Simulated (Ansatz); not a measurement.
Rows from a G0W0 calculation on GeSe (Pnma) (Ansatz 0.2.0; G0W0 on PBE, plane waves, norm-conserving pseudopotentials; 2×4×4 mesh, 409 empty bands, screening to 100 eV, norm-conserving files), in eV. Spin-orbit coupling is left out.

The database entry behind the starting cell differs from later determinations by our own check (about 0.3 % short), so it need not match the best structure at ambient conditions.

```
row      Σx     Σc     Vxc     Z
  A  -16.31   1.57  -14.37  0.74
  B   -7.92  -4.00  -11.93  0.76
  C   -8.66  -3.41  -12.10  0.77
  D  -16.50   1.11  -15.10  0.75
```

**Question.** Which rows are filled states and which are empty ones, and how can one tell?

Filled: A and D. Empty: B and C. The sign of Σc tells: for a filled state bare exchange, which holds its interaction with itself, lies below Vxc (Σx − Vxc is -1.4 eV or lower here) and screening gives part back as a positive Σc. For an empty state Σx lies above Vxc (+3.4 eV or more) and the Coulomb hole leaves Σc negative.

[Paths, hosts, dates, memory and timing lines, banners, echoed tables and standing remarks are left out of the program output.]

[Logs are printed without paths, hosts, clocks, repeated set-up lines and the standing remarks that a program may print on its own settings, such as how far it seeks lower states.]

[Runs of the session that timed out or met a known fault of the program may be left out.]

[Cells called generated may have been cut or substituted from an entry of the Crystallography Open Database or the Materials Project.]

[Hosts, paths, dates, database ids (printed as entryN), source tags and the programs' standing remarks are cut or masked in the printed files.]
